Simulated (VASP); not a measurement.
Sn2Ge: density of states with PBE

Sn2Ge:

```
Sn Ge
1.0
    -2.82141    2.82141    4.75967
     2.82141   -2.82141    4.75967
     2.82141    2.82141   -4.75967
Sn Ge
4 2
Direct
  0.43654 0.93654 0.50000
  0.06346 0.56346 0.50000
  0.68654 0.68654 0.00000
  0.31346 0.31346 0.00000
  0.00000 0.00000 0.00000
  0.75000 0.25000 0.50000
```

The cell was built by a generator and needn't be a form met in nature.

```yaml
Program: VASP 6.6.1
Task: density of states
Functional: PBE
Potentials_or_basis: VASP PAW PBE potentials, release 64 (Sn_d, Ge_d)
Cutoff: 520 eV
k_mesh: 8 × 8 × 8
Occupations: gaussian, width 0.1 eV
Spin: no spin polarisation
k_mesh_for_the_DOS: 12 × 12 × 12
Occupations_for_the_DOS: tetrahedron
Further_INCAR_settings: ALGO = Normal; EDIFF = 1e-06
```

The valence electrons inside the program's atomic spheres are Sn 12.19; Ge 12.23.

Levels at points of the mesh, in eV from the Fermi level:
| k point | band 39 | band 40 | band 41 | band 42 | band 43 | band 44 | band 45 | band 46 |
| --- | --- | --- | --- | --- | --- | --- | --- | --- |
| (0.00, 0.00, 0.00) | -3.23 | -3.18 | -3.18 | -1.94 | -1.69 | -1.69 | 2.94 | 3.30 |
| (0.50, 0.00, 0.00) | -2.44 | -1.61 | -1.17 | 0.09 | 0.31 | 1.47 | 1.94 | 2.26 |
| (0.50, 0.50, 0.00) | -1.62 | -1.62 | 0.73 | 0.73 | 1.64 | 1.64 | 2.69 | 2.69 |
| (0.50, 0.50, 0.50) | -1.06 | -1.06 | -0.38 | -0.38 | -0.37 | -0.37 | 0.64 | 0.64 |

States per cell in windows of 0.5 eV (zero at the Fermi level; states under -8 eV left out):
```tsv
from (eV)	total	Sn1_p	Sn2_p	Sn3_p	Sn4_p	Ge5_p	Ge6_p
-8.0	1.37	0.01	0.01	0.01	0.01	0.01	0.01
-7.5	1.11	0.01	0.01	0.01	0.01	0.01	0.01
-7.0	1.24	0.01	0.01	0.01	0.01	0.02	0.02
-6.5	0.67	0.01	0.01	0.01	0.01	0.01	0.01
-6.0	1.01	0.02	0.02	0.02	0.02	0.02	0.02
-5.5	0.84	0.02	0.02	0.02	0.02	0.02	0.02
-5.0	0.63	0.02	0.02	0.02	0.02	0.02	0.02
-4.5	0.52	0.02	0.02	0.02	0.02	0.02	0.02
-4.0	1.08	0.06	0.06	0.06	0.06	0.06	0.06
-3.5	1.38	0.08	0.08	0.08	0.08	0.09	0.09
-3.0	1.44	0.09	0.09	0.09	0.09	0.09	0.09
-2.5	1.26	0.08	0.08	0.08	0.08	0.09	0.09
-2.0	1.71	0.12	0.12	0.12	0.12	0.12	0.12
-1.5	1.98	0.15	0.15	0.15	0.15	0.15	0.15
-1.0	1.77	0.13	0.13	0.13	0.13	0.13	0.13
-0.5	1.28	0.09	0.09	0.09	0.09	0.10	0.10
0.0	1.50	0.10	0.10	0.10	0.10	0.11	0.11
0.5	1.43	0.10	0.10	0.10	0.10	0.09	0.09
1.0	1.50	0.11	0.11	0.11	0.11	0.09	0.09
1.5	1.28	0.09	0.09	0.09	0.09	0.08	0.08
2.0	1.39	0.09	0.09	0.09	0.09	0.09	0.09
2.5	1.92	0.14	0.14	0.14	0.14	0.10	0.10
3.0	1.71	0.12	0.12	0.12	0.12	0.09	0.09
3.5	1.78	0.12	0.12	0.12	0.12	0.10	0.10
4.0	1.91	0.12	0.12	0.12	0.12	0.12	0.12
4.5	1.09	0.07	0.07	0.07	0.07	0.08	0.08
5.0	0.47	0.03	0.03	0.03	0.03	0.04	0.04
5.5	0.10	0.01	0.01	0.01	0.01	0.01	0.01
6.0	0.01	0.00	0.00	0.00	0.00	0.00	0.00
6.5	0.00	0.00	0.00	0.00	0.00	0.00	0.00
7.0	0.00	0.00	0.00	0.00	0.00	0.00	0.00
7.5	0.00	0.00	0.00	0.00	0.00	0.00	0.00
```

Run time: 4.2 min on 8 MPI ranks on Intel(R) Xeon(R) Platinum 8259CL CPU @ 2.50GHz (Skylake/Cascade Lake), with other jobs on the host, peak memory 0.99 GiB a rank.
